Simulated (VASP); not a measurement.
# Fe (Im-3m) in VASP: notebook, part 2 of 2

VASP 6.6.1. The steps go on from the part before.

### Step 3. Single point, PBEsol, collinear spin, ferromagnetic start

Input file INCAR:

```
  ALGO = Normal
  EDIFF = 1E-7
  ENCUT = 520
  GGA = PS
  ISIF = 2
  ISMEAR = 0
  ISPIN = 2
  LASPH = True
  LCHARG = False
  LMAXMIX = 4
  LORBIT = 11
  LREAL = False
  LWAVE = False
  MAGMOM = 3
  NBANDS = 14
  NELM = 150
  PREC = Accurate
  SIGMA = 0.1
```

Input file KPOINTS:

```
k-points
0
Gamma
  32 32 32
```

Input file POSCAR:

```
Fe
1.0
   -1.3925200000      1.3925200000      1.3925200000
    1.3925200000     -1.3925200000      1.3925200000
    1.3925200000      1.3925200000     -1.3925200000
Fe
1
Direct
    0.0000000000      0.0000000000      0.0000000000
```

Potentials or basis: VASP PAW PBE potentials, release 64 (Fe).

Command:

```
$ cat potpaw_PBE.64/Fe/POTCAR > POTCAR
$ mpirun -np 1 vasp_std > vasp.out
```

OUTCAR:

```text
EDIFF = 1E-7
   ENCUT = 520
   GGA = PS
   ISIF = 2
   ISMEAR = 0
   ISPIN = 2
   LASPH = True
   LORBIT = 11
   LREAL = False
   NELM = 150
   PREC = Accurate

 ion  position               nearest neighbor table
   1  0.000  0.000  0.000-

  LATTYP: Found a body centered cubic cell.
 ALAT       =     2.7850400000

  Lattice vectors:

 A1 = (  -1.3925200000,   1.3925200000,   1.3925200000)
 A2 = (   1.3925200000,  -1.3925200000,   1.3925200000)
 A3 = (   1.3925200000,   1.3925200000,  -1.3925200000)

Analysis of symmetry for initial positions (statically):
=====================================================================
 Subroutine PRICEL returns:
 Original cell was already a primitive cell.

 Routine SETGRP: Setting up the symmetry group for a
 body centered cubic supercell.

 Subroutine GETGRP returns: Found 48 space group operations
 (whereof 48 operations were pure point group operations)
 out of a pool of 48 trial point group operations.

The static configuration has the point symmetry O_h .

Analysis of symmetry for dynamics (positions and initial velocities):
=====================================================================
 Subroutine PRICEL returns:
 Original cell was already a primitive cell.

 Routine SETGRP: Setting up the symmetry group for a
 body centered cubic supercell.

 Subroutine GETGRP returns: Found 48 space group operations
 (whereof 48 operations were pure point group operations)
 out of a pool of 48 trial point group operations.

The dynamic configuration has the point symmetry O_h .

Analysis of structural, dynamic, and magnetic symmetry:
=====================================================================
 Subroutine PRICEL returns:
 Original cell was already a primitive cell.

 Routine SETGRP: Setting up the symmetry group for a
 body centered cubic supercell.

 Subroutine GETGRP returns: Found 48 space group operations
 (whereof 48 operations were pure point group operations)
 out of a pool of 48 trial point group operations.

The overall configuration has the point symmetry O_h .

 Subroutine INISYM returns: Found 48 space group operations
 (whereof 48 operations are pure point group operations),
 and found     1 'primitive' translations

----------------------------------------------------------------------------------------

                                     Primitive cell

  volume of cell :      10.8010

  direct lattice vectors                    reciprocal lattice vectors
    -1.392520000  1.392520000  1.392520000     0.000000000  0.359061270  0.359061270
     1.392520000 -1.392520000  1.392520000     0.359061270  0.000000000  0.359061270
     1.392520000  1.392520000 -1.392520000     0.359061270  0.359061270  0.000000000

  length of vectors
     2.411915391  2.411915391  2.411915391     0.507789318  0.507789318  0.507789318

  position of ions in fractional coordinates (direct lattice)
     0.000000000  0.000000000  0.000000000

  ion indices of the primitive-cell ions
   primitive index   ion index
                 1           1

----------------------------------------------------------------------------------------

 KPOINTS: k-points

Automatic generation of k-mesh.
 Grid dimensions read from file:
 generate k-points for:   32   32   32
[... 73 lines left out ...]
   TEBEG  =    0.0;   TEEND  =   0.0 temperature during run
   PSTRESS=    0.0 pullay stress
   NELECT =       8.0000    total number of electrons
   NUPDOWN=      -1.0000    fix difference up-down
   EMIN   =  10.00;   EMAX   =-10.00  energy-range for DOS
   EFERMI =   0.00;   METHOD = LEGACY
   ISMEAR =     0;   SIGMA  =   0.10  broadening in eV -4-tet -1-fermi 0-gaus
   EFERMI_NEDOS =   21; number of points for ismear=-14 and -15
   IALGO  =     38    algorithm
   IMIX   =      4    mixing-type and parameters
     AMIX     =   0.40;   BMIX     =  1.00
     AMIX_MAG =   1.60;   BMIX_MAG =  1.00
  volume/ion in A,a.u.               =      10.80        72.89
  Fermi-wavevector in a.u.,A,eV,Ry     =   1.481210  2.799082 29.850964  2.193984
  Thomas-Fermi vector in A             =   2.595149
   LORBIT       =     11    0 simple, 1 ext, 2 COOP (PROOUT), +10 PAW based schemes
   GGA     = PS    functional components
   LHFCALC =     F    Hartree Fock is set to
   AEXX    =    0.0000 exact exchange contribution
   IVDW    =     0    specifies the selected vdW correction
   LEPSILON=     F    determine dielectric tensor
   LRPA    =     F    only Hartree local field effects (RPA)
 spin polarized calculation
 Gauss-broadening in eV      SIGMA  =   0.10
  energy-cutoff  :      520.00
  volume of cell :       10.80
 maximum number of plane-waves:       321
 NGX is ok and might be reduce to    18
   NGX =  9   NGY =  9   NGZ =  9

 number of electron       8.0000003 magnetization       2.0995499

 Free energy of the ion-electron system (eV)
  ---------------------------------------------------
  ext. energy  EPLUGINS =         0.00000000
  ---------------------------------------------------
  free energy    TOTEN  =        -8.92098528 eV

  energy without entropy =       -8.91626277  energy(sigma->0) =       -8.91862403

 E-fermi :   6.2360     XC(G=0): -13.5685

 val. band max:        6.2353735058   @ k =  -0.4062  -0.4688   0.2500
 cond. band min:       6.2380604461   @ k =  -0.2188   0.2812   0.1562
 fundamental gap:      0.0026869403
 Fermi energy:         6.2359939110

 spin component 1

 k-point     1 :       0.0000    0.0000    0.0000
  band No.  band energies     occupation
      1      -2.6219      1.00000
      2       3.7972      1.00000
      3       3.7972      1.00000
      4       3.7972      1.00000
      5       5.1623      1.00000
      6       5.1623      1.00000
      7      31.6238      0.00000
      8      31.6238      0.00000
      9      31.6238      0.00000
     10      37.0630      0.00000
     11      37.0630      0.00000
     12      39.6350      0.00000
     13      39.6350      0.00000
     14      39.6350      0.00000
[... 379 lines left out ...]
      3       3.6106      1.00000
      4       4.9417      1.00000
      5       5.0208      1.00000
      6       5.2428      1.00000
      7      23.2738      0.00000
      8      27.9537      0.00000
      9      30.8064      0.00000
     10      31.7202      0.00000
     11      35.1215      0.00000
     12      37.4728      0.00000
     13      41.4151      0.00000
     14      44.6597      0.00000

 [... further k-points ...]

 spin component 2

 k-point     1 :       0.0000    0.0000    0.0000
  band No.  band energies     occupation
      1      -2.3565      1.00000
      2       5.6274      1.00000
      3       5.6275      1.00000
      4       5.6275      1.00000
      5       7.7307      0.00000
      6       7.7308      0.00000
      7      31.5514      0.00000
      8      31.5514      0.00000
      9      31.5514      0.00000
     10      37.3874      0.00000
     11      37.3874      0.00000
     12      40.3541      0.00000
     13      40.3541      0.00000
     14      40.3541      0.00000
[... 379 lines left out ...]
      3       5.3161      1.00000
      4       6.9459      0.00000
      5       7.3602      0.00000
      6       7.8247      0.00000
      7      23.9466      0.00000
      8      28.2090      0.00000
      9      31.2269      0.00000
     10      32.3836      0.00000
     11      35.7895      0.00000
     12      37.7764      0.00000
     13      41.7984      0.00000
     14      45.0845      0.00000

 [... further k-points ...]

------------------------ aborting loop because EDIFF is reached ----------------------------------------

  FORCE on cell =-STRESS in cart. coord.  units (eV):
  Direction    XX          YY          ZZ          XY          YZ          ZX
  --------------------------------------------------------------------------------------
  -------------------------------------------------------------------------------------
  Total        0.0202163      0.0202163      0.0202163      0.0000000      0.0000000     -0.0000000
  in kB        2.9988056      2.9988056      2.9988056      0.0000000      0.0000000     -0.0000000
  external PRESSURE =       2.9988056 kB  Pullay stress =       0.0000000 kB

 VOLUME and BASIS-vectors are now :
 -----------------------------------------------------------------------------
  energy-cutoff  :      520.00
  volume of cell :       10.80
      direct lattice vectors                 reciprocal lattice vectors
    -1.392520000  1.392520000  1.392520000     0.000000000  0.359061270  0.359061270
     1.392520000 -1.392520000  1.392520000     0.359061270  0.000000000  0.359061270
     1.392520000  1.392520000 -1.392520000     0.359061270  0.359061270  0.000000000

 POSITION                                       TOTAL-FORCE (eV/Angst)
 -----------------------------------------------------------------------------------
      0.00000      0.00000      0.00000         0.000000     -0.000000      0.000000
 -----------------------------------------------------------------------------------
    total drift:                                0.000000      0.000000      0.000000

  FREE ENERGIE OF THE ION-ELECTRON SYSTEM (eV)
  ---------------------------------------------------
  free  energy   TOTEN  =        -8.9209852816 eV

  energy  without entropy=       -8.9162627749  energy(sigma->0) =       -8.91862403

 total charge

# of ion       s       p       d       tot
------------------------------------------
    1        0.512   0.592   6.279   7.383

 magnetization (x)

# of ion       s       p       d       tot
------------------------------------------
    1       -0.013  -0.050   2.143   2.081
```

stdout:

```text
POSCAR found type information on POSCAR Fe
 POSCAR found :  1 types and       1 ions
 scaLAPACK will be used
 -----------------------------------------------------------------------------
|                                                                             |
|                                                                             |
|     You enforced a specific xc type in the INCAR file but a different       |
|     I HOPE YOU KNOW WHAT YOU ARE DOING!                                     |
|                                                                             |
 -----------------------------------------------------------------------------

 LDA part: xc-table for (Slater+PW92), standard interpolation
 POSCAR, INCAR and KPOINTS ok, starting setup
 FFT: planning ... GRIDC
 FFT: planning ... GRID_SOFT
 FFT: planning ... GRID
 WAVECAR not read
 entering main loop
```

Run time: 3.2 min. Hardware: 1 thread of Intel Xeon Platinum 8488C (Sapphire Rapids), shared host; peak memory 0.31 GiB.

Results:

- Free energy: -8.9210 eV
- Pressure: 0.3 GPa
- Band gap on the k mesh: none (metal or under the smearing width)
- Net moment: 2.10 μB per cell
- Site moments: Fe +2.08 μB
- Valence electrons inside the program's atomic spheres: Fe 7.38

Caveat: the PAW data sets were made with another functional, which shifts forces and pressure a little.

### Step 4. Single point, PBEsol, collinear spin, ferromagnetic start

INCAR, as its differences from that of step 3:

```diff
@@ -17,2 +17,2 @@
   PREC = Accurate
-  SIGMA = 0.1
+  SIGMA = 0.5
```

Input file KPOINTS:

```
k-points
0
Gamma
  20 20 20
```

POSCAR is that of step 3.

Command:

```
$ cat potpaw_PBE.64/Fe/POTCAR > POTCAR
$ mpirun -np 1 vasp_std > vasp.out
```

Wall time 52 s (1 thread of Intel Xeon Platinum 8488C (Sapphire Rapids), shared host); peak memory 0.17 GiB.

It converged, with:

- Free energy: -8.9781 eV
- Pressure: 0.4 GPa
- Band gap on the k mesh: none (metal or under the smearing width)
- Net moment: 2.06 μB per cell
- Site moments: Fe +2.04 μB
- Valence electrons inside the program's atomic spheres: Fe 7.38

Levels at points of the mesh, in eV from the Fermi level:
Spin up:
```
           k point  band 2  band 3  band 4  band 5  band 6  band 7  band 8  band 9
(0.00, 0.00, 0.00)   -2.45   -2.45   -2.45   -1.08   -1.08   25.36   25.36   25.36
(0.50, 0.00, 0.00)   -3.63   -1.02   -0.86    0.36    0.48    7.74   18.65   20.88
(0.50, 0.50, 0.50)   -5.20    0.19    0.19    0.19   10.15   10.15   10.15   16.09
```
Spin down:
```
           k point  band 1  band 2  band 3  band 4  band 5  band 6  band 7  band 8
(0.00, 0.00, 0.00)   -8.62   -0.66   -0.66   -0.66    1.44    1.44   25.29   25.29
(0.50, 0.00, 0.00)   -4.06   -2.02    0.59    1.32    1.71    2.56    9.07   18.81
(0.50, 0.50, 0.50)   -3.52   -3.52    2.23    2.23    2.23   10.50   10.50   10.50
```

Caveat: the PAW data sets were made with another functional, which shifts forces and pressure a little.

### Step 5. Single point, PBEsol, collinear spin, ferromagnetic start

INCAR, as its differences from that of step 4:

```diff
@@ -2,3 +2,3 @@
   EDIFF = 1E-7
-  ENCUT = 520
+  ENCUT = 900
   GGA = PS
@@ -17,2 +17,2 @@
   PREC = Accurate
-  SIGMA = 0.5
+  SIGMA = 0.1
```

KPOINTS is that of step 4.

POSCAR is that of step 4.

Command:

```
$ cat potpaw_PBE.64/Fe/POTCAR > POTCAR
$ mpirun -np 1 vasp_std > vasp.out
```

It took 81 s on 1 thread of Intel Xeon Platinum 8488C (Sapphire Rapids), shared host; peak memory 0.25 GiB.

The run converged. Its results:

```
Free energy                                           : -8.9210 eV
Pressure                                              : 0.1 GPa
Band gap on the k mesh                                : none (metal or under the smearing width)
Net moment                                            : 2.09 μB per cell
Site moments                                          : Fe +2.07 μB
Valence electrons inside the program's atomic spheres : Fe 7.38
```

Levels at points of the mesh, in eV from the Fermi level:
Spin up:
| k point | band 1 | band 2 | band 3 | band 4 | band 5 | band 6 | band 7 | band 8 | band 9 | band 10 |
| --- | --- | --- | --- | --- | --- | --- | --- | --- | --- | --- |
| (0.00, 0.00, 0.00) | -8.84 | -2.42 | -2.42 | -2.42 | -1.06 | -1.06 | 25.41 | 25.41 | 25.41 | 30.85 |
| (0.50, 0.00, 0.00) | -5.24 | -3.60 | -0.99 | -0.84 | 0.41 | 0.51 | 7.78 | 18.70 | 20.93 | 24.16 |
| (0.50, 0.50, 0.50) | -5.17 | -5.17 | 0.21 | 0.21 | 0.21 | 10.19 | 10.19 | 10.19 | 16.13 | 16.13 |
Spin down:
```csv
k point,band 1,band 2,band 3,band 4,band 5,band 6
"(0.00, 0.00, 0.00)",-8.57,-0.60,-0.60,-0.60,1.51,1.51
"(0.50, 0.00, 0.00)",-4.00,-1.97,0.64,1.38,1.79,2.62
"(0.50, 0.50, 0.50)",-3.46,-3.46,2.29,2.29,2.29,10.55
```

Caveat: the PAW data sets were made with another functional, which shifts forces and pressure a little.

### Step 6. Single point, r2SCAN, collinear spin, ferromagnetic start

INCAR, as its differences from that of step 5:

```diff
@@ -2,4 +2,3 @@
   EDIFF = 1E-7
-  ENCUT = 900
-  GGA = PS
+  ENCUT = 520
   ISIF = 2
@@ -10,2 +9,3 @@
   LMAXMIX = 4
+  LMIXTAU = True
   LORBIT = 11
@@ -14,2 +14,3 @@
   MAGMOM = 3
+  METAGGA = R2SCAN
   NBANDS = 14
```

KPOINTS is that of step 5.

POSCAR is that of step 5.

Potentials or basis: VASP PAW PBE potentials, release 64 (Fe).

Command:

```
$ cat potpaw_PBE.64/Fe/POTCAR > POTCAR
$ mpirun -np 1 vasp_std > vasp.out
```

Run time: 4.2 min. Hardware: 1 thread of Intel Xeon Platinum 8488C (Sapphire Rapids), shared host; peak memory 0.18 GiB.

It converged, with:

* Free energy: -14.3103 eV
* Pressure: 17.6 GPa
* Band gap on the k mesh: none (metal or under the smearing width)
* Net moment: 2.54 μB per cell
* Site moments: Fe +2.57 μB
* Valence electrons inside the program's atomic spheres: Fe 7.39

Levels at points of the mesh, in eV from the Fermi level:
Spin up:
```csv
k point,band 3,band 4,band 5,band 6,band 7,band 8
"(0.00, 0.00, 0.00)",-2.98,-2.98,-1.59,-1.59,26.70,26.70
"(0.50, 0.00, 0.00)",-1.54,-1.40,-0.07,0.72,7.91,19.74
"(0.50, 0.50, 0.50)",-0.36,-0.36,-0.36,10.78,10.78,10.78
```
Spin down:
| k point | band 1 | band 2 | band 3 | band 4 | band 5 | band 6 | band 7 | band 8 |
| --- | --- | --- | --- | --- | --- | --- | --- | --- |
| (0.00, 0.00, 0.00) | -9.42 | 0.27 | 0.27 | 0.27 | 2.70 | 2.70 | 26.34 | 26.34 |
| (0.50, 0.00, 0.00) | -3.85 | -1.30 | 0.21 | 2.53 | 3.03 | 3.69 | 10.13 | 19.67 |
| (0.50, 0.50, 0.50) | -3.10 | -3.09 | 3.34 | 3.34 | 3.34 | 11.14 | 11.14 | 11.14 |

Caveat: so large a pressure means that the cell lies far from this level's equilibrium, or that cutoff or potentials fall short; the potentials were made for another functional, which shifts forces and pressure.

### Step 7. Summary

```csv
level,k mesh,cutoff (eV),smearing,gap on the mesh (eV),pressure (GPa),moment (μB)
PBEsol,20 × 20 × 20,700,gaussian 0.1 eV,none,0.1,2.09
PBEsol,32 × 32 × 32,520,gaussian 0.1 eV,none,0.3,2.10
PBEsol,20 × 20 × 20,520,gaussian 0.5 eV,none,0.4,2.06
PBEsol,20 × 20 × 20,900,gaussian 0.1 eV,none,0.1,2.09
r2SCAN,20 × 20 × 20,520,gaussian 0.1 eV,none,17.6,2.54
```

Alike in all rows: task single point; potentials or basis VASP PAW PBE potentials, release 64 (Fe); spin collinear, ferromagnetic start; cell as given.

Every run on the cell as given and a fine mesh finds a metal. The pressure there spans 0.1 GPa (PBEsol) to 17.6 GPa (r2SCAN); a positive pressure means that this level wants a larger cell, a negative one a smaller.

Caveats: the PAW data sets were made with another functional, which shifts forces and pressure a little (some runs); so large a pressure means that the cell lies far from this level's equilibrium, or that cutoff or potentials fall short (some runs); the potentials were made for another functional, which shifts forces and pressure (some runs).

Absolute energies hang on the potentials; compare differences alone.
